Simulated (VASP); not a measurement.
# WS2 (Tungstenite) (P6_3/mmc) in VASP: settings compared

The runs below take WS2 (Tungstenite) through single point, with PBE+ULG, PBE.

All numbers are computed with VASP 6.6.1; they aren't measurements. Logs are shortened: lines on timing, memory, paths and dates and some standing lists are left out, and cuts for length are marked.

### 1 The crystal as given

The structure is hexagonal, space group P6_3/mmc (No. 194). Conventional cell: a = 3.180 Å, b = 3.180 Å, c = 12.500 Å, α = 90.00°, β = 90.00°, γ = 120.00°. Around W (site symmetry -6m2) lie 6 S at 2.41 Å. Around S (site symmetry 3m) lie 3 W at 2.41 Å.

### 2 Single point, PBE+ULG, spin-orbit coupling, no magnetisation

Input file INCAR:

```
PREC = Accurate
ENCUT = 600
EDIFF = 1E-6
ISMEAR = -5
SIGMA = 0.05
LREAL = F
LASPH = F
NELM = 80
ALGO = Normal
ISIF = 2
LWAVE = F
LCHARG = T
LNONCOLLINEAR = T
MAGMOM = 0 0 0 0 0 0 0 0 0 0 0 0 0 0 0 0 0 0
LORBIT = 11
LSORBIT = T
GGA_COMPAT = F
LMAXMIX = 4
GGA = PE
IVDW = 3
LVHAR = T
NBANDS = 68
```

Input file KPOINTS:

```
Automatic mesh
0
Monkhorst-Pack
  7 7 3
```

Input file POSCAR:

```
WS2
1.0
    3.1800000000      0.0000000000      0.0000000000
   -1.5900000000      2.7539607840      0.0000000000
    0.0000000000      0.0000000000     12.5000000000
W S
2 4
Direct
    0.6666666667      0.3333333333      0.7500000000
    0.3333333333      0.6666666667      0.2500000000
    0.6666666667      0.3333333333      0.3750000000
    0.3333333333      0.6666666667      0.8750000000
    0.6666666667      0.3333333333      0.1250000000
    0.3333333333      0.6666666667      0.6250000000
```

Potentials or basis: VASP PAW PBE potentials, release 64 (W_sv, S).

The run is started by

```bash
cat potpaw_PBE.64/W_sv/POTCAR potpaw_PBE.64/S/POTCAR > POTCAR
mpirun -np 1 vasp_ncl > vasp.out
```

OUTCAR:

```text
PREC = Accurate
   ENCUT = 600
   EDIFF = 1E-6
   ISMEAR = -5
   LREAL = F
   LASPH = F
   NELM = 80
   ISIF = 2
   LNONCOLLINEAR = T
   LORBIT = 11
   LSORBIT = T
   GGA = PE
   IVDW = 3
  IVDW =   3

 ion  position               nearest neighbor table
   1  0.667  0.333  0.750-   4 2.41   6 2.41   4 2.41   6 2.41   4 2.41   6 2.41
   2  0.333  0.667  0.250-   3 2.41   5 2.41   3 2.41   5 2.41   3 2.41   5 2.41
   3  0.667  0.333  0.375-   2 2.41   2 2.41   2 2.41
   4  0.333  0.667  0.875-   1 2.41   1 2.41   1 2.41
   5  0.667  0.333  0.125-   2 2.41   2 2.41   2 2.41
   6  0.333  0.667  0.625-   1 2.41   1 2.41   1 2.41

  LATTYP: Found a hexagonal cell.
 ALAT       =     3.1800000000
 C/A-ratio  =     3.9308176101

  Lattice vectors:

 A1 = (   3.1800000000,   0.0000000000,   0.0000000000)
 A2 = (  -1.5900000000,   2.7539607840,   0.0000000000)
 A3 = (   0.0000000000,   0.0000000000,  12.5000000000)

Analysis of symmetry for initial positions (statically):
=====================================================================
 Subroutine PRICEL returns:
 Original cell was already a primitive cell.

 Routine SETGRP: Setting up the symmetry group for a
 hexagonal supercell.

 Subroutine GETGRP returns: Found 24 space group operations
 (whereof 12 operations were pure point group operations)
 out of a pool of 24 trial point group operations.

The static configuration has the point symmetry D_3d.
 The point group associated with its full space group is D_6h.

Analysis of symmetry for dynamics (positions and initial velocities):
=====================================================================
 Subroutine PRICEL returns:
 Original cell was already a primitive cell.

 Routine SETGRP: Setting up the symmetry group for a
 hexagonal supercell.

 Subroutine GETGRP returns: Found 24 space group operations
 (whereof 12 operations were pure point group operations)
 out of a pool of 24 trial point group operations.

The dynamic configuration has the point symmetry D_3d.
 The point group associated with its full space group is D_6h.

Analysis of structural, dynamic, and magnetic symmetry:
=====================================================================
 Subroutine PRICEL returns:
 Original cell was already a primitive cell.

 Routine SETGRP: Setting up the symmetry group for a
 hexagonal supercell.

 Subroutine GETGRP returns: Found 24 space group operations
 (whereof 12 operations were pure point group operations)
 out of a pool of 24 trial point group operations.

The overall configuration has the point symmetry D_3d.
 The point group associated with its full space group is D_6h.

 Subroutine INISYM returns: Found 24 space group operations
 (whereof 12 operations are pure point group operations),
 and found     1 'primitive' translations

----------------------------------------------------------------------------------------

                                     Primitive cell

  volume of cell :     109.4699

  direct lattice vectors                    reciprocal lattice vectors
     3.180000000  0.000000000  0.000000000     0.314465409  0.181556688  0.000000000
    -1.590000000  2.753960784  0.000000000     0.000000000  0.363113377  0.000000000
     0.000000000  0.000000000 12.500000000     0.000000000  0.000000000  0.080000000

  length of vectors
     3.180000000  3.180000000 12.500000000     0.363113377  0.363113377  0.080000000

  position of ions in fractional coordinates (direct lattice)
     0.666666667  0.333333333  0.750000000
     0.333333333  0.666666667  0.250000000
     0.666666667  0.333333333  0.375000000
     0.333333333  0.666666667  0.875000000
     0.666666667  0.333333333  0.125000000
     0.333333333  0.666666667  0.625000000

  ion indices of the primitive-cell ions
   primitive index   ion index
                 1           1
[... 100 lines left out ...]
   LRPA    =     F    only Hartree local field effects (RPA)
 Fermi weights with tetrahedron method with Bloechl corrections
  energy-cutoff  :      600.00
  volume of cell :      109.47
 maximum number of plane-waves:      7354
 NGX is ok and might be reduce to    28

 number of electron      52.0000000 magnetization       0.0000000      0.0000000      0.0000000

 number of electron      51.9999998 magnetization      -0.0000000      0.0000000      0.0000000

 number of electron      51.9999998 magnetization       0.0000000     -0.0000000     -0.0000000

 Free energy of the ion-electron system (eV)
  ---------------------------------------------------
  ext. energy  EPLUGINS =         0.00000000
  ---------------------------------------------------
  free energy    TOTEN  =       -48.78820992 eV

  energy without entropy =      -48.78820992  energy(sigma->0) =      -48.78820992

 E-fermi :   7.1528     XC(G=0): -10.7738

 val. band max:        7.1229367737   @ k =   0.0000   0.0000   0.0000
 cond. band min:       8.2210482792   @ k =   0.1429   0.1429   0.0000
 fundamental gap:      1.0981115055
 Fermi energy:         7.1528338024

 k-point     1 :       0.0000    0.0000    0.0000
  band No.  band energies     occupation
      1     -67.5338      1.00000
      2     -67.5338      1.00000
      3     -67.5337      1.00000
      4     -67.5337      1.00000
      5     -37.6012      1.00000
      6     -37.6012      1.00000
[... 1061 lines left out ...]
     63      10.5038      0.00000
     64      10.5038      0.00000
 [bands above 64 left out]

------------------------ aborting loop because EDIFF is reached ----------------------------------------

  ULGs method for vdW energy calculation

  Number of pair interactions contributing to vdW energy:  100302

  Edisp (eV):   -0.81806

  FORCE on cell =-STRESS in cart. coord.  units (eV):
  Direction    XX          YY          ZZ          XY          YZ          ZX
  --------------------------------------------------------------------------------------
  -------------------------------------------------------------------------------------
  Total       0.47754     0.47754     1.64557     0.00000     0.00000     0.00000
  in kB       6.98917     6.98917    24.08422     0.00000     0.00000     0.00000
  external pressure =       12.69 kB  Pullay stress =        0.00 kB

 VOLUME and BASIS-vectors are now :
 -----------------------------------------------------------------------------
  energy-cutoff  :      600.00
  volume of cell :      109.47
      direct lattice vectors                 reciprocal lattice vectors
     3.180000000  0.000000000  0.000000000     0.314465409  0.181556688  0.000000000
    -1.590000000  2.753960784  0.000000000     0.000000000  0.363113377  0.000000000
     0.000000000  0.000000000 12.500000000     0.000000000  0.000000000  0.080000000

 POSITION                                       TOTAL-FORCE (eV/Angst)
 -----------------------------------------------------------------------------------
      1.59000      0.91799      9.37500         0.000000      0.000000      0.000000
     -0.00000      1.83597      3.12500        -0.000000      0.000000      0.000000
      1.59000      0.91799      4.68750        -0.000000      0.000000      0.145340
     -0.00000      1.83597     10.93750         0.000000     -0.000000      0.145340
      1.59000      0.91799      1.56250        -0.000000      0.000000     -0.145340
     -0.00000      1.83597      7.81250         0.000000     -0.000000     -0.145340
 -----------------------------------------------------------------------------------
    total drift:                               -0.000000     -0.000000      0.000000

  FREE ENERGIE OF THE ION-ELECTRON SYSTEM (eV)
  ---------------------------------------------------
  free  energy   TOTEN  =       -49.6062738610 eV

  energy  without entropy=      -49.6062738610  energy(sigma->0) =      -49.60627386

 Spin-Orbit-Coupling matrix elements

 Ion:    1  E_soc:     -1.4937678
 l=   1
     0.0000000    -0.2214397    -0.2223413
    -0.2214397     0.0000000    -0.2214397
    -0.2223413    -0.2214397     0.0000000
 l=   2
     0.0000000    -0.0051704     0.0000000    -0.0051704    -0.0228289
    -0.0051704     0.0000000    -0.0168782    -0.0043961    -0.0051704
     0.0000000    -0.0168782     0.0000000    -0.0168782     0.0000000
    -0.0051704    -0.0043961    -0.0168782     0.0000000    -0.0051704
    -0.0228289    -0.0051704     0.0000000    -0.0051704     0.0000000
 l=   3
     0.0000000     0.0000000     0.0000000     0.0000000     0.0000000     0.0000000     0.0000000
     0.0000000     0.0000000     0.0000000     0.0000000     0.0000000     0.0000000     0.0000000
     0.0000000     0.0000000     0.0000000     0.0000000     0.0000000     0.0000000     0.0000000
     0.0000000     0.0000000     0.0000000     0.0000000     0.0000000     0.0000000     0.0000000
[... 89 lines left out ...]
 l=   2
     0.0000000     0.0000000     0.0000000     0.0000000     0.0000000
     0.0000000     0.0000000     0.0000000     0.0000000     0.0000000
     0.0000000     0.0000000     0.0000000     0.0000000     0.0000000
     0.0000000     0.0000000     0.0000000     0.0000000     0.0000000
     0.0000000     0.0000000     0.0000000     0.0000000     0.0000000
 l=   3
     0.0000000     0.0000000     0.0000000     0.0000000     0.0000000     0.0000000     0.0000000
     0.0000000     0.0000000     0.0000000     0.0000000     0.0000000     0.0000000     0.0000000
     0.0000000     0.0000000     0.0000000     0.0000000     0.0000000     0.0000000     0.0000000
     0.0000000     0.0000000     0.0000000     0.0000000     0.0000000     0.0000000     0.0000000
     0.0000000     0.0000000     0.0000000     0.0000000     0.0000000     0.0000000     0.0000000
     0.0000000     0.0000000     0.0000000     0.0000000     0.0000000     0.0000000     0.0000000
     0.0000000     0.0000000     0.0000000     0.0000000     0.0000000     0.0000000     0.0000000

 total charge

# of ion       s       p       d       tot
------------------------------------------
    1        2.320   6.330   3.383  12.033
    2        2.320   6.330   3.383  12.033
    3        1.359   2.363   0.000   3.723
    4        1.359   2.363   0.000   3.723
    5        1.359   2.363   0.000   3.723
    6        1.359   2.363   0.000   3.723
--------------------------------------------------
tot         10.078  22.112   6.765  38.955

 magnetization (x)

# of ion       s       p       d       tot
------------------------------------------
    1        0.000   0.000   0.000   0.000
    2        0.000   0.000   0.000   0.000
    3        0.000  -0.000   0.000  -0.000
    4        0.000   0.000   0.000   0.000
    5       -0.000   0.000   0.000   0.000
    6        0.000   0.000   0.000   0.000
--------------------------------------------------
tot          0.000   0.000   0.000   0.000

 magnetization (y)

# of ion       s       p       d       tot
------------------------------------------
    1       -0.000   0.000  -0.000  -0.000
    2       -0.000   0.000   0.000   0.000
    3        0.000  -0.000   0.000  -0.000
    4        0.000  -0.000   0.000  -0.000
    5       -0.000   0.000   0.000  -0.000
    6        0.000   0.000   0.000   0.000
--------------------------------------------------
tot         -0.000  -0.000   0.000  -0.000

 magnetization (z)

# of ion       s       p       d       tot
------------------------------------------
    1        0.000   0.000   0.000   0.000
    2        0.000   0.000   0.000   0.000
    3        0.000   0.000   0.000   0.000
    4        0.000   0.000   0.000   0.000
    5        0.000   0.000   0.000   0.000
    6        0.000   0.000   0.000   0.000
--------------------------------------------------
tot          0.000   0.000   0.000   0.000
```

It took 5.7 min on 1 thread of Intel Xeon Platinum 8488C (Sapphire Rapids), shared host; peak memory 0.67 GiB.

Results:

```
Free energy                                           : -49.6063 eV
Pressure                                              : 1.3 GPa
Largest force                                         : 0.145 eV/Å
Valence electrons inside the program's atomic spheres : W 12.03; S 3.72
Dispersion energy per atom                            : -0.136 eV
```

Forces in eV/Å, atoms in the order of the input:
```
W    0.000  0.000  0.000
W    0.000  0.000  0.000
S    0.000  0.000  0.145
S    0.000  0.000  0.145
S    0.000  0.000 -0.145
S    0.000  0.000 -0.145
```

Stress tensor (GPa, compression positive):
```
0.70 0.00 0.00
0.00 0.70 0.00
0.00 0.00 2.41
```

### 3 Single point, PBE

This run uses another cell than the first one: it holds 3 atoms, not 6.

Input file INCAR:

```
SYSTEM = WS2
ALGO = Normal
DIPOL = 0.5 0.5 0.500
EDIFF = 1E-7
ENCUT = 650
GGA = PE
IDIPOL = 3
ISIF = 2
ISMEAR = 0
LASPH = .True.
LCHARG = .False.
LDIPOL = .True.
LREAL = .False.
LVACPOTAV = .True.
LVHAR = .True.
LWAVE = .False.
NBANDS = 24
NELM = 120
PREC = Accurate
SIGMA = 0.05
```

Input file KPOINTS:

```
k-points
0
Gamma
  13 13 1
  0 0 0
```

Input file POSCAR:

```
WS2
1.0
    3.1800000000      0.0000000000      0.0000000000
   -1.5900000000      2.7539607800      0.0000000000
    0.0000000000      0.0000000000     21.1250000000
S W
2 1
Direct
    0.3333333333      0.6666666667      0.4260355030
    0.3333333333      0.6666666667      0.5739644970
    0.6666666667      0.3333333333      0.5000000000
```

Potentials or basis: VASP PAW PBE potentials, release 64 (S, W_sv).

The run is started by

```bash
cat potpaw_PBE.64/S/POTCAR potpaw_PBE.64/W_sv/POTCAR > POTCAR
mpirun -np 1 vasp_std > vasp.out
```

OUTCAR:

```text
SYSTEM = WS2
   EDIFF = 1E-7
   ENCUT = 650
   GGA = PE
   ISIF = 2
   ISMEAR = 0
   LASPH = .True.
   LREAL = .False.
   NELM = 120
   PREC = Accurate

 Found     21 irreducible k-points:

 Following reciprocal coordinates:
            Coordinates               Weight
  0.000000  0.000000  0.000000      1.000000
  0.076923  0.000000  0.000000      6.000000
  0.153846  0.000000  0.000000      6.000000
  0.230769  0.000000  0.000000      6.000000
  0.307692  0.000000  0.000000      6.000000
  0.384615  0.000000  0.000000      6.000000
   k-points           NKPTS =     21   k-points in BZ     NKDIM =     21   number of bands    NBANDS=     24
   number of dos      NEDOS =    301   number of ions     NIONS =      3
   total plane-waves  NPLWV = 141120
   dimension x,y,z NGX =    28 NGY =   28 NGZ =  180
   dimension x,y,z NGXF=    56 NGYF=   56 NGZF=  360
   ions per type =               2   1
   NGX,Y,Z   is equivalent  to a cutoff of  14.64, 14.64, 14.17 a.u.
   NGXF,Y,Z  is equivalent  to a cutoff of  29.28, 29.28, 28.33 a.u.
 SYSTEM =  WS2
   PREC   = accura    normal or accurate (medium, high low for compatibility)
   ISTART =      0    job   : 0-new  1-cont  2-samecut
   ICHARG =      2    charge: 1-file 2-atom 10-const
   ISPIN  =      1    spin polarized calculation?
   LNONCOLLINEAR =      F non collinear calculations
[... 61 lines left out ...]
 cond. band min:      -0.1465159281   @ k =   0.3077   0.3077   0.0000
 fundamental gap:      1.9678439241
 Fermi energy:        -1.7719181939

 k-point     1 :       0.0000    0.0000    0.0000
  band No.  band energies     occupation
      1     -76.1028      2.00000
      2     -40.3414      2.00000
      3     -40.1922      2.00000
      4     -40.1922      2.00000
      5     -16.8653      2.00000
      6     -15.2085      2.00000
[... 151 lines left out ...]
     23       7.4415      0.00000
     24       7.6072      0.00000

 [... further k-points ...]

------------------------ aborting loop because EDIFF is reached ----------------------------------------

  FORCE on cell =-STRESS in cart. coord.  units (eV):
  Direction    XX          YY          ZZ          XY          YZ          ZX
  --------------------------------------------------------------------------------------
  -------------------------------------------------------------------------------------
  Total        0.4884572      0.4884572      0.7008803     -0.0000000      0.0000000      0.0000000
  in kB        4.2301478      4.2301478      6.0697785     -0.0000000      0.0000000      0.0000000
  external PRESSURE =       4.8433581 kB  Pullay stress =       0.0000000 kB

 VOLUME and BASIS-vectors are now :
 -----------------------------------------------------------------------------
  energy-cutoff  :      650.00
  volume of cell :      185.00
      direct lattice vectors                 reciprocal lattice vectors
     3.180000000  0.000000000  0.000000000     0.314465409  0.181556689  0.000000000
    -1.590000000  2.753960780  0.000000000     0.000000000  0.363113377  0.000000000
     0.000000000  0.000000000 21.125000000     0.000000000  0.000000000  0.047337278

 POSITION                                       TOTAL-FORCE (eV/Angst)
 -----------------------------------------------------------------------------------
     -0.00000      1.83597      9.00000         0.000000     -0.000000     -0.225764
     -0.00000      1.83597     12.12500         0.000000     -0.000000      0.225764
      1.59000      0.91799     10.56250        -0.000000      0.000000      0.000000
 -----------------------------------------------------------------------------------
    total drift:                               -0.000000      0.000000     -0.000000

  FREE ENERGIE OF THE ION-ELECTRON SYSTEM (eV)
  ---------------------------------------------------
  free  energy   TOTEN  =       -23.6722282145 eV

  energy  without entropy=      -23.6722282145  energy(sigma->0) =      -23.67222821

 vacuum level on the upper side and lower side of the slab         3.606         3.606
```

Wall time 4.2 min (1 thread of Intel Xeon Platinum 8259CL at 2.50GHz (Skylake/Cascade Lake), shared host); peak memory 0.43 GiB.

The run converged, but some of its settings lie outside the range that counts as converged, so its numbers aren't taken as properties of the crystal.

Results:

```
Free energy                            : -23.6722 eV
Largest force                          : 0.226 eV/Å
Band gap on the k mesh                 : 1.97 eV, indirect (least direct gap 2.04 eV)
Ionisation potential of the upper face : 5.72 eV
```

Caveat: spin-orbit coupling is left out, which moves the levels of the heavy elements.

### 4 Single point, PBE

This run uses another cell than the first one: it holds 3 atoms, not 6.

INCAR is that of step 3.

Input file KPOINTS:

```
k-points
0
Gamma
  10 10 1
  0 0 0
```

Input file POSCAR:

```
WS2
1.0
    3.1800000000      0.0000000000      0.0000000000
   -1.5900000000      2.7539607800      0.0000000000
    0.0000000000      0.0000000000     18.1250000000
S W
2 1
Direct
    0.3333333333      0.6666666667      0.4137931034
    0.3333333333      0.6666666667      0.5862068966
    0.6666666667      0.3333333333      0.5000000000
```

The run is started by

```bash
cat potpaw_PBE.64/S/POTCAR potpaw_PBE.64/W_sv/POTCAR > POTCAR
mpirun -np 1 vasp_std > vasp.out
```

It took 2.5 min on 1 thread of Intel Xeon Platinum 8259CL at 2.50GHz (Skylake/Cascade Lake), shared host; peak memory 0.36 GiB.

The run converged, but some of its settings lie outside the range that counts as converged, so its numbers aren't taken as properties of the crystal.

What came out:

| Quantity | Value |
| --- | --- |
| Free energy | -23.6726 eV |
| Largest force | 0.225 eV/Å |
| Band gap on the k mesh | 2.04 eV, indirect (least direct gap 2.17 eV) |
| Ionisation potential of the upper face | 5.72 eV |

Caveat: spin-orbit coupling is left out, which moves the levels of the heavy elements.

(Part 1 of 2 ends here.)
